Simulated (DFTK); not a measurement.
Runs of DFTK 0.8.2 on Sn. Symmetry: Fd-3m, No. 227, cubic system. Conventional cell: a = 6.467 Å, b = 6.467 Å, c = 6.467 Å, α = 90.00°, β = 90.00°, γ = 90.00°. Around Sn (site symmetry -43m) lie 4 Sn at 2.80 Å. This isn't the form of Sn at room conditions, which is tetragonal (white tin).

```tsv
task	level	potentials or basis	k mesh	cutoff (eV)	valence electrons	SCF solver	mesh quality	gap on the mesh (eV)	pressure (GPa)	V0 of scaled cells (Å³/atom)	B0 (GPa)
band structure	LDA	cp2k.nc.sr.lda.v0_1.largecore.gth (LDA, GTH)	7 × 7 × 7	735	Sn 4	-	not flagged	none	-1.2	-	-
single point	PBEsol	dojo.nc.sr.pbesol.v0_4_1.standard.upf (PBEsol)	7 × 7 × 7	980	Sn 14	-	not flagged	none	(b)	-	-
band structure	PBE	in-house norm-conserving set (PBE, scalar relativistic)	6 × 6 × 6	980	Sn 14	-	not flagged	none	3.9	-	-
equation of state	AM05	SPMS 1.0 (PBE)	4 × 4 × 4	1225	Sn 14	-	coarse	-	-	35.65	39
equation of state	PBEsol	dojo.nc.sr.pbesol.v0_4_1.standard.upf (PBEsol)	7 × 7 × 7	980	Sn 14	-	not flagged	-	-	(a)	41
```

Alike in all rows: no spin polarisation; cell as given; smearing fermi-dirac 0.05 eV.

Q: Fill in the values left out.

A: (a) 35.08; (b) 1.7.

Caveats: some runs use coarse meshes; spin-orbit coupling is left out, which moves the levels of the heavy elements (some runs); GTH potentials come without recommended cutoffs, and this one wasn't checked for convergence (some runs); the potentials were made for another functional, which shifts forces and pressure (some runs).

A k mesh can miss the band edges, and the runs leave out spin-orbit coupling on Sn.

A gap of «none» marks a metal or a gap under the smearing width.
